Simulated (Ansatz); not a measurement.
Computed properties of AlN (h-MgO type)

All numbers come from Ansatz. No spin polarisation. The prototype was imposed, so other structures may be more stable.

AlN built on the h-MgO prototype, relaxed with r2SCAN. Space group P6_3/mmc (No. 194), hexagonal; conventional cell a = 3.292 Å, c = 4.137 Å, 9.71 Å³ an atom. Al has 5 N at 1.90–2.07 Å; N has 5 Al at 1.90–2.07 Å.

```
CELL_PARAMETERS angstrom
3.29235 0.00000 0.00000
-1.64617 2.85126 0.00000
0.00000 0.00000 4.13696
ATOMIC_POSITIONS crystal
Al 0.33333 0.66667 0.25000
Al 0.66667 0.33333 0.75000
N 0.66667 0.33333 0.25000
N 0.33333 0.66667 0.75000
```

Relaxed lattice by functional, symmetry kept:

| functional | k mesh | a (Å) | c (Å) | volume (Å³/atom) |
| --- | --- | --- | --- | --- |
| PBE | 12×12×6 | 3.314 | 4.186 | 9.96 |
| r2SCAN | 12×12×6 | 3.292 | 4.137 | 9.71 |
| PBEsol | 12×12×6 | 3.302 | 4.141 | 9.77 |
| LDA | 12×12×6 | 3.276 | 4.102 | 9.53 |
| HSE06 | 6×6×4 | 3.289 | 4.132 | 9.68 |

On this one geometry the levels give:

| level | k mesh | gap (eV) | kind | edges | least direct gap (eV) | rough cost |
| --- | --- | --- | --- | --- | --- | --- |
| LDA | 12×12×6 | 3.47 | direct | Γ | 3.47 | 5 core-seconds |
| PBE | 12×12×6 | 3.46 | direct | Γ | 3.46 | 6 core-seconds |
| r2SCAN | 12×12×6 | 4.03 | direct | Γ | 4.03 | 13 core-seconds |
| HSE06 | 6×6×4 | 4.74 | direct | Γ | 4.74 | 90 core-seconds |
| DDH-PBE0 | 6×6×4 | 5.19 | direct | Γ | 5.19 | 2.5 core-minutes |
| PBE0 | 6×6×4 | 5.46 | direct | Γ | 5.46 | 90 core-seconds |
| LC-ωPBE | 6×6×4 alone | 10.16 | direct | Γ | 10.16 | 50 core-seconds |
| Hartree-Fock | 6×6×4 | 12.41 | direct | Γ | 12.41 | 110 core-seconds |
| G0W0@PBE (115 empty bands, 120 eV, 6×6×4) | 6×6×4 | 4.88 | – | Γ (mesh) | – | 100 core-seconds |
| G0W0@PBE (287 empty bands, 220 eV, 6×6×4) | 6×6×4 | 5.02 | – | Γ (mesh) | – | 9 core-minutes |

PBE: smearing of 0.02 eV; the others have fixed occupations.
Wave cutoffs: 420 eV, 500 eV (r2SCAN).
A mesh marked alone had no extra points solved.
The G0W0 gap is PBE's gap over the path plus the quasiparticle shift read on the mesh. G0W0 values are finite-basis, finite-mesh values.
Costs come from shared machines and give only the order; PBE's includes the band path. The runs had 2 threads of Arm Neoverse N1, on a shared host.

With HSE06 the gap is 4.74 eV and direct, at Γ.

Set against the finite-basis gap of 5.02 eV from G0W0@PBE (287 empty bands, 220 eV, 6×6×4), the closest functional is DDH-PBE0, which differs by +0.17 eV, at about 11 times r2SCAN's cost; G0W0 itself took about 40 times r2SCAN's cost. The others: HSE06 -0.28, PBE0 +0.44, r2SCAN -0.99, LDA -1.55, PBE -1.56, LC-ωPBE +5.14, Hartree-Fock +7.39 eV. The yardstick's own error is a tenth of an eV or more. r2SCAN covers 45 % of the step from PBE to HSE06, while HSE06 needs about 7 times r2SCAN's cost (on a coarser mesh). All these functionals give a gap of the same kind, direct.

r2SCAN (ground state on 9×9×6): The clamped-ion dielectric constant comes out as 4.17 along x and y, 4.57 along z. Born charges, averaged over directions: Al +2.73, N -2.73 e. PBE (ground state on 9×9×6): The clamped-ion dielectric constant comes out as 4.46 along x and y, 4.91 along z. Born charges, averaged over directions: Al +2.73, N -2.73 e.

On the PBEsol cell (a = 3.302 Å, c = 4.141 Å), with PBEsol: All optical modes at Γ are real, from 267 to 685 cm⁻¹ without the longitudinal term; this says nothing of other wave vectors. With the long-range field the highest mode reaches 914 cm⁻¹. ε∞: 4.53 along x and y, 4.98 along z. With the ions relaxed, ε⁰ is 8.4 along x and y, 42.4 along z. Born charges, averaged over directions: Al +2.73, N -2.73 e.

The meshes of the hybrids are coarse, so their gaps aren't converged to the digits shown.
